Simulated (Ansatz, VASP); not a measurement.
# One calculation of K, two programs

```
K
1.0
     4.49602    0.00000    0.00000
    -2.24801    3.89367    0.00000
     0.00000    0.00000    7.28355
K
2
Direct
  0.33333 0.66667 0.25000
  0.66667 0.33333 0.75000
```

Alike in both runs: functional LDA; k mesh 10 × 10 × 6; occupations fermi-dirac, width 0.05 eV; no spin polarisation.

Ansatz relaxed the structure, and its values are those at the end. VASP's run is a single point on that final structure, the one shown.

|  | VASP | Ansatz |
| --- | --- | --- |
| version | VASP 6.6.1 | Ansatz 0.2.0 |
| potentials or method | VASP PAW LDA potentials, release 64 (K_sv) | PAW with Ansatz's default frozen-core files, scalar-relativistic |
| plane-wave cutoff (eV) | 520 | 420 |
| valence electrons in the cell | 18 | 18 |

```csv
,VASP,Ansatz,Ansatz less VASP
pressure (GPa),0.0,0.0,+0.01
```
